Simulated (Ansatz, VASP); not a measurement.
# CuI (Marshite) in VASP and in Ansatz

```
Cu I
1.0
     0.00000    3.01204    3.01204
     3.01204    0.00000    3.01204
     3.01204    3.01204    0.00000
Cu I
1 1
Direct
  0.25000 0.25000 0.25000
  0.00000 0.00000 0.00000
```

Alike in both runs: task single point; functional HSE06; k mesh 4 × 4 × 4; no spin polarisation.

```csv
,VASP,Ansatz
version,VASP 6.6.1,Ansatz 0.2.0
potentials or method,"VASP PAW PBE potentials, release 64 (Cu, I)","plane waves, PAW"
plane-wave cutoff (eV),520,420
occupations,"gaussian, width 0.01 eV",fixed
valence electrons in the cell,18,36
```

|  | VASP | Ansatz | Ansatz less VASP |
| --- | --- | --- | --- |
| gap on the k mesh at the Fermi level (eV) | 2.63 | 2.68 | +0.052 |
| pressure (GPa) | 1.5 | 1.6 | +0.18 |

The two sets of potentials don't hold the same shells in valence. Ansatz warned: «stress_exchange_threshold_loose».

Caveats: the k mesh is coarse (spacing up to 0.45 Å⁻¹), so the values aren't converged, least of all with exact exchange; the PAW data sets were made with another functional, which shifts forces and pressure a little (VASP); spin-orbit coupling is left out, which moves the levels of the heavy elements.
